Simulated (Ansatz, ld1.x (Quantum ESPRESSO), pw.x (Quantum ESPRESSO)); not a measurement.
## Sb (Z = 51): does the ultrasoft potential hold in the solid?

```json
{
  "Element": "antimony",
  "Generator": "ld1.x (Quantum ESPRESSO) 7.5",
  "Type": "ultrasoft",
  "Functional": "PBE",
  "Relativity": "scalar-relativistic",
  "Frozen core": "[Kr] 4d10",
  "Valence charge": "5",
  "Reference configuration": "5s2 5p1.5 (charge +1.5)",
  "Partial waves": "5s (bound): rcut 1.65, rcutus 2.00 bohr; 5s channel at 3.1 Ry: rcut 1.65, rcutus 2.00 bohr; 5p (bound): rcut 2.05, rcutus 2.35 bohr; 5p channel at 1.25 Ry: rcut 2.05, rcutus 2.35 bohr; 5d channel at 0.35 Ry: rcut 1.90, rcutus 2.20 bohr",
  "Local potential": "all-electron potential smoothed inside 1.80 bohr (lloc = -1)",
  "Core correction": "none",
  "Augmentation charge": "PSQ, inside the norm-conserving radii"
}
```

Atomic tests: cutoffs needed: 8 Ry and 15 Ry (the cutoffs (Ry, on a coarse ladder) from which the occupation-weighted sum of valence levels, in a spherical-Bessel basis at the reference potential, stays within 10 and 1 mRy of its value at 400 Ry); ghost test: no extra level below or beside the all-electron valence levels (s, p, d, f tested) (spherical-Bessel basis up to 400 Ry, 20 bohr box); largest excitation error: +102 meV (all-electron minus pseudo) for 5s0 5p5, out of 7 test configurations.

Crystal test: fcc Sb in pw.x 7.5, no spin, 12³ k-points, Fermi–Dirac smearing 0.01 Ry, cutoffs 40/320 Ry. The reference is all-electron LAPW (Ansatz 0.2.0) with the same functional, mesh and smearing; V0 and B0 come from Birch–Murnaghan fits to the pressures at five volumes. Errors are pseudo minus all-electron; Δ is the rms difference of the E(V) curves that follow from these fits, minima aligned, over ±6 % about the mean V0. Mesh and smearing are coarse, so the numbers serve the comparison and aren't converged zero-temperature values; the lattice is a test structure that the element need not adopt.

All-electron: a0 = 4.797 Å (V0 = 27.60 Å³/atom), B0 = 57.8 GPa.

**Question.** How far does the potential miss the all-electron equation of state?

**Answer.** mean pressure error (GPa): -2.84; a0 (Å): 4.720; a0 error (%): -1.60; B0 error (%): +21.3; Δ (meV/atom): 17.5. This is a poor potential for the solid. The logarithmic derivative shows an extra or strongly shifted pseudo pole above the reference energy (d near 2.30 Ry).

```tsv
V (Å³/atom)	P all-electron (GPa)	P pseudo (GPa)
26.216	3.31	0.23
26.906	1.55	-1.56
27.596	-0.00	-2.87
28.286	-1.35	-4.05
28.976	-2.54	-5.00
```

**Question.** At the middle volume, how do free energy and pressure move when the wave cutoff is lowered (ecutrho held at 320 Ry)?

**Answer.**

| cutoff (Ry) | shift of F (meV/atom) | shift of P (GPa) |
| --- | --- | --- |
| 18 | +8.5 | -0.16 |
| 24 | +2.0 | -0.01 |
| 32 | +1.0 | -0.02 |

The run at the middle volume (72 k-points, 8 iterations) took about 4.9 s on one core of a shared host (Neoverse-V2, 32 threads, 247 GiB, load 16).
